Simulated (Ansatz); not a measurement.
**PbS: relaxation of cell and atoms with m-r2SCAN**

The system is PbS.

```
Pb S
1.0
     2.07995   -5.99130    0.00000
     2.07995    5.99130    0.00000
     0.00000    0.00000    4.27932
Pb S
2 2
Direct
  0.13056 0.86944 0.25000
  0.86944 0.13056 0.75000
  0.35480 0.64520 0.25000
  0.64520 0.35480 0.75000
```

Measurements of this composition are mostly on another form, of space group No. 225.

* Program: Ansatz 0.2.0
* Task: relaxation of cell and atoms
* Functional: m-r2SCAN
* Potentials or basis: Ansatz PAW
* Cutoff: 500 eV (not typed: the program's choice for these potentials)
* k mesh: 7 × 7 × 6
* Occupations: fermi-dirac, width 0.05 eV
* Spin: no spin polarisation

| Property | Result |
| --- | --- |
| Relaxed volume | 26.70 Å³/atom |
| Relaxed cell | a = 6.354 Å, b = 6.354 Å, c = 4.272 Å, α = 90.00°, β = 90.00°, γ = 141.74° |
| Space group after relaxing (to 0.05 Å) | Cmcm (No. 63) |
| Energy gained by relaxing | 0.1 meV/atom |
| Ionic steps | 5 |
| Pressure after relaxing | 0.0 GPa |
| Band gap on the k mesh | 1.52 eV, indirect (least direct gap 1.82 eV) |

Forces in eV/Å, atoms in the order of the input:
```
Pb   0.000 -0.002  0.000
Pb   0.000  0.002  0.000
S    0.000  0.002  0.000
S    0.000 -0.002  0.000
```

Step by step:
```
step  energy change (eV)  largest force (eV/Å)  volume (Å³)
   1              0.0000                0.0376       106.65
   2             -0.0001                0.0200       106.71
   3             -0.0004                0.0118       106.76
   4             -0.0004                0.0021       106.80
   5             -0.0004                0.0021       106.80
```

Final structure:
```
Pb S
1.0
     2.08234   -6.00282    0.00000
     2.08234    6.00282    0.00000
     0.00000    0.00000    4.27186
Pb S
2 2
Direct
  0.13044 0.86956 0.25000
  0.86956 0.13044 0.75000
  0.35377 0.64623 0.25000
  0.64623 0.35377 0.75000
```

Levels at points of the mesh, in eV from the valence-band top:
| k point | band 18 | band 19 | band 20 | band 21 | band 22 | band 23 |
| --- | --- | --- | --- | --- | --- | --- |
| (0.00, 0.00, 0.00) | -1.66 | -1.48 | -0.44 | 5.15 | 5.16 | 5.30 |
| (0.00, 0.00, -0.50) | -1.14 | -0.06 | -0.06 | 2.23 | 2.23 | 3.16 |

Run time: 41 s on 2 threads of Intel(R) Xeon(R) Platinum 8375C CPU @ 2.90GHz (Ice Lake) (shared host), peak memory 0.9 GiB.

Caveat: odd divisions of the mesh miss points on the zone boundary, where band edges often lie, so the gap on the mesh can be too wide; the plane-wave basis is chosen anew once the cell has moved, so the energies of steps on either side of that aren't comparable; spin-orbit coupling is left out, which as a rule narrows the gap of such compounds by several tenths of an eV; the PAW data sets come from PBE, with cores solved anew for the run's functional, which leaves a small shift of forces and pressure. A k mesh can miss the band edges.
